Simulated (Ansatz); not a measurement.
Phonons of LiCl (Fm-3m)

```
Li Cl
1.0
     0.00000    2.53141    2.53141
     2.53141    0.00000    2.53141
     2.53141    2.53141    0.00000
Li Cl
1 1
Direct
  0.00000 0.00000 0.00000
  0.50000 0.50000 0.50000
```

Computed, not measured; unless marked otherwise by PBEsol, all-electron LAPW in Ansatz 0.2.0, scalar-relativistic. k mesh 8×8×8, fixed occupations, basis error target 1 meV/atom. The cell was relaxed by PAW under this functional.

Atoms are displaced by 0.01 Å in the smallest supercells that hold the wave vectors of a 2×2×2 mesh. Negative values stand for unstable modes. The zone centre has no LO-TO term.

Q: What are the phonon energies at the solved wave vectors, in cm⁻¹?

A: 

```
                q  point                          modes (cm⁻¹)
0.000 0.000 0.000  Gamma                            206.0 (×3)
0.500 0.000 0.000      L  116.0 (×2), 205.3, 215.0 (×2), 404.2
0.500 0.500 0.000      X  125.4 (×2), 189.8, 218.7 (×2), 241.2
```

Q: Is the structure dynamically stable at these wave vectors?

A: Yes, no mode is unstable there; wave vectors off this mesh aren't tested.

Q: How do the optical zone-centre modes decompose, and which are active?

A: Point group m-3m: Γ_opt = T1u.

```json
{"label": "T1u", "cm⁻¹": "206.0", "activity": "IR", "mostly": "Li (84 %)"}
```

Q: How well do frozen-core PAW files reproduce these all-electron values?

A: With a cutoff of 420 eV and displacements of 0.0025 Å, the r.m.s. difference over the modes is 0.2 cm⁻¹; the largest difference is 241.7 (PAW) against 241.2 cm⁻¹ (LAPW).

Q: The cell is scaled evenly to 31.956 and 32.929 Å³ (from 32.443), with free atoms relaxed and the shape held. What are the mode Grüneisen parameters γ = −d ln ω/d ln V?

A: For the highest mode, 409.9 cm⁻¹ in the small cell and 398.8 in the large one give γ ≈ 0.92. From the change of the dynamical matrix on each mode:

```csv
point,cm⁻¹,γ
Gamma,206.0,3.25
L,116.0,2.41
L,205.3,1.34
L,215.0,2.51
L,404.2,0.91
X,125.4,0.46
X,189.8,0.53
X,218.7,3.16
X,241.2,2.80
```

Weighted by the modes' heat capacities at 300 K, the mean on this mesh is 2.00; it moves with the q mesh, and a coarse one overweights the zone boundary.

Q: Linear response on PAW files adds the field. What are the dielectric tensor, the Born charges and the LO shift?

A: ε∞ = (3.07, 3.07, 3.07) along x, y, z with local fields. Born charges (xx, yy, zz): Li1 (1.17, 1.17, 1.17); Cl2 (-1.17, -1.17, -1.17). The highest zone-centre mode lies at 206.4 cm⁻¹ without the macroscopic field and at 399.8 cm⁻¹ with it, for q along x. Lyddane-Sachs-Teller then gives ε₀ = ε∞ (ω_LO/ω_TO)² = 11.52. With the ions free to follow the field, the program's ε₀ is (11.52, 11.52, 11.52).

Caveats: the frozen-core PAW files of the compared runs were fitted under PBE, their cores solved anew for this functional; semilocal gaps are low, and ε∞ tends to come out large.
